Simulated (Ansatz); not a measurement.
`[SH][GeH2][Cl]` + `F[C](F)F`• → `[SH][GeH][Cl]`• + `FC(F)F`  (hydrogen abstraction from a Ge–H bond)

Gas-phase electronic energies from Ansatz, PBE0-D4/def2-TZVP geometries. CCSD(T)/CBS is the MP2 limit (def2-TZVPP, def2-QZVPP) plus CCSD(T) − MP2 in def2-TZVPP, frozen cores. This one scheme is used for every species. Functionals use def2-TZVPP. Open shells (•) are unrestricted, without spin–orbit coupling. For Ge outer-core shells are correlated without core-valence functions, which leaves a few kJ/mol of doubt a bond. Scalar relativity is left out up to krypton. One conformer a species, not always the lowest.

`[SH][GeH2][Cl]`:

```xyz
6

S    -0.339    0.101   -1.735
Ge   -0.151   -0.276    0.429
Cl   -0.243    1.569    1.540
H     0.890    0.633   -1.844
H     1.202   -0.906    0.771
H    -1.360   -1.121    0.838
```

`F[C](F)F`•:

Z-matrix (Å, degrees):
```
C
F 1 1.313
F 1 1.313 2 111.4
F 1 1.313 2 111.4 3 125.1
```

`[SH][GeH][Cl]`•:

```xyz
5

S     0.230   -1.413    0.735
Ge    0.089    0.750    0.272
Cl   -0.312    1.044   -1.837
H     1.139   -1.652   -0.225
H    -1.147    1.270    1.055
```

`FC(F)F`:

Cartesian coordinates in Å:
```
F 0.594 -1.156 -0.178
C -0.017 0.004 0.058
F 0.821 0.992 -0.249
F -1.082 0.090 -0.736
H -0.316 0.070 1.106
```

```
        level  ΔE (kJ/mol)
      BLYP-D4       -121.8
   r2SCANh-D4       -106.8
     BHLYP-D4       -111.0
 CAM-B3LYP-D4       -111.4
     PBE-QIDH       -109.3
         BLYP       -122.1
      r2SCANh       -106.9
HF/def2-TZVPP        -89.5
```

**Question.** What does CCSD(T)/CBS give? (Best estimate.)

**Answer.** The calculation gave: -112.2 kJ/mol. The listed levels differ from it by -9.6, 5.4, 1.2, 0.8, 2.9, -9.9, 5.3, 22.7 kJ/mol.

Largest T1 diagnostic among the species: 0.014.

At CCSD(T), def2-SVP lies +5.1 kJ/mol from the extrapolated value and def2-TZVPP +1.1 kJ/mol. From PBE to PBE0 (25 % exact exchange), in def2-TZVPP and without D4, ΔE moves by +5.7 kJ/mol.

CCSD(T)/CBS has its own doubt, a few kJ/mol and more with outer-core shells, so smaller differences from it don't rank the levels.
